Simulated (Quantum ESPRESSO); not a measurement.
# YN (Fm-3m) in Quantum ESPRESSO: single point with PBE

Aim: the single point of YN with PBE.

All numbers are computed with Quantum ESPRESSO 7.5; they aren't measurements. Logs are shortened: lines on timing, memory, paths and dates and some standing lists are left out, and cuts for length are marked.

## Step 1: Starting point

It takes space group Fm-3m (No. 225, cubic). The conventional cell has a = 4.877 Å, b = 4.877 Å, c = 4.877 Å, α = 90.00°, β = 90.00°, γ = 90.00°. Around Y (site symmetry m-3m) lie 6 N at 2.44 Å. Around N (site symmetry m-3m) lie 6 Y at 2.44 Å.

## Step 2: Single point, PBE

run.py reads:

```python
import numpy as np
from ase.calculators.espresso import Espresso, EspressoProfile
from ase import Atoms

atoms = Atoms(['Y', 'N'],
              cell=[[0.0, 2.4385, 2.4385], [2.4385, 0.0, 2.4385], [2.4385, 2.4385, 0.0]],
              scaled_positions=[[0.0, 0.0, 0.0], [0.5, 0.5, 0.5]],
              pbc=True)

input_data = {
    'control': {'calculation': 'scf', 'prefix': 'pwscf', 'outdir': './tmp', 'tprnfor': True, 'tstress': True, 'disk_io': 'nowf'},
    'system': {'ecutwfc': 60.0, 'ecutrho': 480.0, 'nbnd': 14, 'occupations': 'smearing', 'smearing': 'fd', 'degauss': 0.00367493},
    'electrons': {'conv_thr': 4e-10, 'electron_maxstep': 120, 'mixing_beta': 0.5},
}
pseudopotentials = {'N': 'N.pbe-n-radius_5.UPF', 'Y': 'Y_pbe_v1.uspp.F.UPF'}
profile = EspressoProfile(command='pw.x', pseudo_dir='pseudo')
dft = Espresso(profile=profile, input_data=input_data, pseudopotentials=pseudopotentials, kpts=(9, 9, 9), koffset=(0, 0, 0))
atoms.calc = dft

print(f'energy {atoms.get_potential_energy():.8f} eV')
print('forces (eV/A)')
print(np.round(atoms.get_forces(), 6))
print('stress (eV/A^3, Voigt)')
print(np.round(atoms.get_stress(), 8))
print(f'Fermi level {dft.get_fermi_level():.4f} eV')
```

Potentials or basis: SSSP 1.3 efficiency PBE.

Started as:

```console
$ OMP_NUM_THREADS=1 python run.py
```

The log of the run:

```text
energy -1468.63099245 eV
forces (eV/A)
[[ 0. -0. -0.]
 [ 0.  0.  0.]]
stress (eV/A^3, Voigt)
[-0.01649378 -0.01649378 -0.01649378  0.          0.         -0.        ]
Fermi level 12.4032 eV
```

espresso.pwi:

```text
&CONTROL
   calculation      = 'scf'
   tstress          = .true.
   tprnfor          = .true.
   outdir           = './tmp'
   prefix           = 'pwscf'
   disk_io          = 'nowf'
   pseudo_dir       = 'pseudo'
/
&SYSTEM
   nbnd             = 14
   ecutwfc          = 60.0
   ecutrho          = 480.0
   occupations      = 'smearing'
   degauss          = 0.00367493
   smearing         = 'fd'
   ntyp             = 2
   nat              = 2
   ibrav            = 0
/
&ELECTRONS
   electron_maxstep = 120
   conv_thr         = 4e-10
   mixing_beta      = 0.5
/
&IONS
/
&CELL
/
&FCP
/
&RISM
/
ATOMIC_SPECIES
Y 88.90584 Y_pbe_v1.uspp.F.UPF
N 14.007 N.pbe-n-radius_5.UPF

K_POINTS automatic
9 9 9  0 0 0

CELL_PARAMETERS angstrom
0.00000000000000 2.43850000000000 2.43850000000000
2.43850000000000 0.00000000000000 2.43850000000000
2.43850000000000 2.43850000000000 0.00000000000000

ATOMIC_POSITIONS angstrom
Y 0.0000000000 0.0000000000 0.0000000000  
N 2.4385000000 2.4385000000 2.4385000000
```

espresso.pwo:

```text
This program is part of the open-source Quantum ESPRESSO suite
     for quantum simulation of materials; please cite
         "P. Giannozzi et al., J. Phys.:Condens. Matter 21 395502 (2009);
         "P. Giannozzi et al., J. Phys.:Condens. Matter 29 465901 (2017);
         "P. Giannozzi et al., J. Chem. Phys. 152 154105 (2020);
     in publications or presentations arising from this work. More details at

Warning: card &CELL ignored
Warning: card &FCP ignored
Warning: card &RISM ignored

     Message from routine setup:
     using ibrav=0 with symmetry is DISCOURAGED, use correct ibrav instead

     Subspace diagonalization in iterative solution of the eigenvalue problem:
     a serial algorithm will be used

     G-vector sticks info
     --------------------
     sticks:   dense  smooth     PW     G-vecs:    dense   smooth      PW
     Sum        1405     703    211                34717    12339    2085

     Using Slab Decomposition

     bravais-lattice index     =            0
     lattice parameter (alat)  =       6.5168  a.u.
     unit-cell volume          =     195.7018 (a.u.)^3
     number of atoms/cell      =            2
     number of atomic types    =            2
     number of electrons       =        16.00
     number of Kohn-Sham states=           14
     kinetic-energy cutoff     =      60.0000  Ry
     charge density cutoff     =     480.0000  Ry
     scf convergence threshold =      4.0E-10
     mixing beta               =       0.5000
     number of iterations used =            8  plain     mixing
     Exchange-correlation= PBE
                           (   1   4   3   4   0   0   0)

     celldm(1)=   6.516833  celldm(2)=   0.000000  celldm(3)=   0.000000
     celldm(4)=   0.000000  celldm(5)=   0.000000  celldm(6)=   0.000000

     crystal axes: (cart. coord. in units of alat)
               a(1) = (   0.000000   0.707107   0.707107 )
               a(2) = (   0.707107   0.000000   0.707107 )
               a(3) = (   0.707107   0.707107   0.000000 )

     reciprocal axes: (cart. coord. in units 2 pi/alat)
               b(1) = ( -0.707107  0.707107  0.707107 )
               b(2) = (  0.707107 -0.707107  0.707107 )
               b(3) = (  0.707107  0.707107 -0.707107 )

     PseudoPot. # 1 for Y  read from file:
     Y_pbe_v1.uspp.F.UPF
     Pseudo is Ultrasoft + core correction, Zval = 11.0
     Generated by new atomic code, or converted to UPF format
     Using radial grid of  885 points,  6 beta functions with:
                l(1) =   0
                l(2) =   0
                l(3) =   1
                l(4) =   1
                l(5) =   2
                l(6) =   2
     Q(r) pseudized with  6 coefficients,  rinner =    1.200   1.200   1.200
                                                       1.200   1.200

     PseudoPot. # 2 for N  read from file:
     N.pbe-n-radius_5.UPF
     Pseudo is Ultrasoft + core correction, Zval =  5.0
     Generated using "atomic" code by A. Dal Corso  v.5.1
     Using radial grid of 1085 points,  4 beta functions with:
                l(1) =   0
                l(2) =   0
                l(3) =   1
                l(4) =   1
     Q(r) pseudized with 0 coefficients

     atomic species   valence    mass     pseudopotential
     Y                11.00    88.90584     Y ( 1.00)
     N                 5.00    14.00700     N ( 1.00)

     48 Sym. Ops., with inversion, found

   Cartesian axes

     site n.     atom                  positions (alat units)
         1        Y      tau(   1) = (   0.0000000   0.0000000   0.0000000  )
         2        N      tau(   2) = (   0.7071068   0.7071068   0.7071068  )

     number of k points=    35  Fermi-Dirac smearing, width (Ry)=  0.0037
                       cart. coord. in units 2pi/alat
        k(    1) = (   0.0000000   0.0000000   0.0000000), wk =   0.0027435
        k(    2) = (   0.0785674   0.0785674  -0.0785674), wk =   0.0219479
        k(    3) = (   0.1571348   0.1571348  -0.1571348), wk =   0.0219479
        k(    4) = (   0.2357023   0.2357023  -0.2357023), wk =   0.0219479
        k(    5) = (   0.3142697   0.3142697  -0.3142697), wk =   0.0219479
        k(    6) = (   0.1571348   0.0000000   0.0000000), wk =   0.0164609
[... 27 lines left out ...]
        k(   34) = (  -0.0000000  -0.4714045   0.6285394), wk =   0.0658436
        k(   35) = (  -0.0785674  -0.3928371   0.7071068), wk =   0.0658436

     Dense  grid:    34717 G-vectors     FFT dimensions: (  45,  45,  45)

     Smooth grid:    12339 G-vectors     FFT dimensions: (  36,  36,  36)

     Check: negative core charge=   -0.000003

     Initial potential from superposition of free atoms

     starting charge      15.9955, renormalised to      16.0000

     negative rho (up, down):  4.316E-02 0.000E+00
     Starting wfcs are   17 randomized atomic wfcs

     Self-consistent Calculation

     iteration #  1     ecut=    60.00 Ry     beta= 0.50
     Davidson diagonalization with overlap
     ethr =  1.00E-02,  avg # of iterations =  2.1

     negative rho (up, down):  4.370E-02 0.000E+00

     total energy              =    -107.63948871 Ry
     estimated scf accuracy    <       0.75936819 Ry

     iteration #  2     ecut=    60.00 Ry     beta= 0.50
     Davidson diagonalization with overlap
     ethr =  4.75E-03,  avg # of iterations =  2.1

     negative rho (up, down):  4.350E-02 0.000E+00

     total energy              =    -107.81638867 Ry
     estimated scf accuracy    <       0.70976979 Ry
[... 73 lines left out ...]
     iteration # 11     ecut=    60.00 Ry     beta= 0.50
     Davidson diagonalization with overlap
     ethr =  3.27E-11,  avg # of iterations =  1.0

     negative rho (up, down):  4.425E-02 0.000E+00

     total energy              =    -107.94239644 Ry
     estimated scf accuracy    <          2.0E-09 Ry

     iteration # 12     ecut=    60.00 Ry     beta= 0.50
     Davidson diagonalization with overlap
     ethr =  1.28E-11,  avg # of iterations =  1.7

     negative rho (up, down):  4.425E-02 0.000E+00

     End of self-consistent calculation

          k = 0.0000 0.0000 0.0000 (  1471 PWs)   bands (ev):

   -28.4773  -8.1244  -8.1244  -8.1244  -0.6007  12.2994  12.2994  12.2994
    15.4580  15.4580  15.4580  16.5442  17.4579  17.4579

          k = 0.0786 0.0786-0.0786 (  1516 PWs)   bands (ev):

   -28.4630  -8.2796  -8.1345  -8.1345  -0.3864  11.5546  11.8876  11.8876
    15.5511  15.7605  15.7605  17.2373  18.0774  18.0774

          k = 0.1571 0.1571-0.1571 (  1534 PWs)   bands (ev):

   -28.4267  -8.6441  -8.1600  -8.1600   0.1396  10.1996  11.1070  11.1070
    15.8531  16.5529  16.5529  18.6014  19.5007  19.5007

          k = 0.2357 0.2357-0.2357 (  1528 PWs)   bands (ev):

   -28.3849  -9.0200  -8.1886  -8.1886   0.7269   9.0058  10.4431  10.4431
    16.5940  17.6416  17.6416  19.5794  21.0978  21.0978
[... 58 lines left out ...]
   -28.3473  -8.9917  -8.4036  -8.3230   0.4878   9.4600  10.5797  10.9802
    14.7700  18.8385  19.2596  19.9059  20.3075  22.7803

          k =-0.1571-0.4714 0.4714 (  1541 PWs)   bands (ev):

   -28.3332  -9.0705  -8.4959  -8.2962   0.6782   9.1928  10.4340  10.5147
    16.0497  18.1388  18.9949  20.5247  21.7973  23.2681

          k =-0.0786-0.3928 0.3928 (  1532 PWs)   bands (ev):

   -28.3422  -9.0242  -8.5278  -8.2419   0.7507   8.9999  10.2722  10.6623
    17.1170  17.5559  18.0746  19.7445  22.5450  23.0049

          k = 0.0000-0.3143 0.3143 (  1542 PWs)   bands (ev):

   -28.3699  -8.9125  -8.4410  -8.1849   0.6434   9.1370  10.3048  10.9662
    16.4214  17.1488  18.2434  18.9332  21.4029  22.1308

          k = 0.4714 0.0000 0.0000 (  1544 PWs)   bands (ev):

   -28.3553  -8.8485  -8.3756  -8.3756   0.0902   9.8619  11.8071  11.8071
    13.0155  18.6695  18.6859  19.3924  19.3924  22.7218

          k = 0.5500 0.0786-0.0786 (  1535 PWs)   bands (ev):

   -28.3325  -8.9325  -8.4626  -8.4027   0.0765  10.1975  11.2610  11.6001
    13.3906  19.2802  19.4116  19.8132  19.8353  22.8444

          k =-0.0786-0.5500 0.5500 (  1537 PWs)   bands (ev):

   -28.3200  -8.9184  -8.6369  -8.3796   0.2420  10.1927  10.6935  11.1039
    14.4514  18.8373  19.5681  20.1976  20.6841  23.7424

          k =-0.0000-0.4714 0.4714 (  1536 PWs)   bands (ev):

   -28.3239  -8.8753  -8.7454  -8.3165   0.5122   9.5382  10.6041  10.7003
    15.9275  17.9249  18.8189  19.9490  21.9231  24.6690

          k = 0.6285 0.0000 0.0000 (  1548 PWs)   bands (ev):

   -28.3195  -8.9773  -8.4479  -8.4479  -0.1477  10.6531  11.8980  11.8980
    12.5419  19.1401  19.4970  20.1943  20.1943  22.5823

          k = 0.0000-0.6285 0.6285 (  1558 PWs)   bands (ev):

   -28.3146  -8.9620  -8.5294  -8.4390  -0.0818  10.7884  11.2333  11.6695
    13.2152  19.6526  19.7610  19.8103  20.0928  23.2111

          k = 0.3143 0.1571 0.0000 (  1543 PWs)   bands (ev):

   -28.3987  -8.7305  -8.3144  -8.1984   0.3017   9.6028  10.9732  11.4031
    14.8396  17.4993  18.0070  18.1702  19.4084  21.6567

          k = 0.3928 0.2357-0.0786 (  1533 PWs)   bands (ev):

   -28.3635  -8.9530  -8.3982  -8.2365   0.5952   9.2112  10.4524  10.9329
    15.4513  18.2435  18.5169  19.2073  20.8209  22.4914

          k =-0.2357-0.3928 0.5500 (  1542 PWs)   bands (ev):

   -28.3404  -9.0989  -8.4296  -8.2770   0.7751   8.9768  10.2967  10.5083
    16.4873  17.8121  18.9779  20.2891  21.9752  22.9089

          k = 0.4714 0.1571 0.0000 (  1544 PWs)   bands (ev):

   -28.3502  -8.8974  -8.4349  -8.3415   0.2944   9.7138  11.0345  11.2498
    14.1380  18.6793  19.2338  19.2692  20.0427  22.8437

          k =-0.1571-0.4714 0.6285 (  1540 PWs)   bands (ev):

   -28.3289  -8.9480  -8.5459  -8.3828   0.3907   9.8119  10.6135  10.9277
    14.9790  18.2414  19.6656  19.7890  21.2046  23.4894

          k =-0.0786-0.3928 0.5500 (  1545 PWs)   bands (ev):

   -28.3239  -8.9362  -8.6400  -8.3617   0.5134   9.5688  10.6052  10.6502
    16.2375  17.1043  19.5057  20.0717  21.7046  24.8645

          k = 0.0000-0.3143 0.4714 (  1543 PWs)   bands (ev):

   -28.3376  -8.9466  -8.5822  -8.2953   0.5985   9.3202  10.4093  10.8098
    16.1100  17.6727  18.8704  19.4789  22.0386  23.5122

          k =-0.0786-0.5500 0.7071 (  1547 PWs)   bands (ev):

   -28.3186  -8.9337  -8.5125  -8.4729   0.0526  10.5621  11.1273  11.2173
    13.8014  19.0170  19.5126  20.1781  20.3869  23.3195

          k =-0.0000-0.4714 0.6285 (  1533 PWs)   bands (ev):

   -28.3152  -8.8496  -8.6819  -8.4492   0.2287  10.3176  10.7313  10.9675
    14.8259  18.0279  19.8094  20.0595  20.9938  24.3364

          k =-0.0786-0.3928 0.7071 (  1543 PWs)   bands (ev):

   -28.3168  -8.8250  -8.6728  -8.4882   0.3411  10.0385  10.6982  10.8008
    15.8095  16.9723  19.7188  20.1283  21.3123  24.6769

     the Fermi energy is    12.4032 ev

!    total energy              =    -107.94239644 Ry
     estimated scf accuracy    <          3.9E-12 Ry
     smearing contrib. (-TS)   =      -0.00002549 Ry
     internal energy E=F+TS    =    -107.94237095 Ry

     The total energy is F=E-TS. E is the sum of the following terms:
     one-electron contribution =      -7.28704334 Ry
     hartree contribution      =      12.53279504 Ry
     xc contribution           =     -27.54968518 Ry
     ewald contribution        =     -85.63843747 Ry

     convergence has been achieved in  12 iterations

     negative rho (up, down):  4.425E-02 0.000E+00

     Forces acting on atoms (cartesian axes, Ry/au):

     atom    1 type  1   force =     0.00000000   -0.00000000   -0.00000000
     atom    2 type  2   force =     0.00000000    0.00000000    0.00000000

     Total force =     0.000000     Total SCF correction =     0.000000

     Computing stress (Cartesian axis) and pressure

     negative rho (up, down):  4.425E-02 0.000E+00
          total   stress  (Ry/bohr**3)                   (kbar)     P=       26.43
   0.00017964   0.00000000  -0.00000000           26.43        0.00       -0.00
   0.00000000   0.00017964  -0.00000000            0.00       26.43       -0.00
  -0.00000000  -0.00000000   0.00017964           -0.00       -0.00       26.43

=------------------------------------------------------------------------------=
   JOB DONE.
=------------------------------------------------------------------------------=
```

Run time: 33 s. Hardware: 1 thread of Intel Xeon Platinum 8259CL at 2.50GHz (Skylake/Cascade Lake), shared host; peak memory 0.19 GiB.

What came out:

- Free energy: -1468.6311 eV
- Pressure: 2.6 GPa
- Band gap on the k mesh: 0.24 eV, indirect (least direct gap 0.64 eV)

Levels at points of the mesh, in eV from the valence-band top:
```csv
k point,band 5,band 6,band 7,band 8,band 9,band 10,band 11,band 12
"(0.00, 0.00, 0.00)",-12.90,0.00,0.00,0.00,3.16,3.16,3.16,4.24
```

Caveat: an odd mesh through Γ misses points on the zone boundary, where band edges often lie.
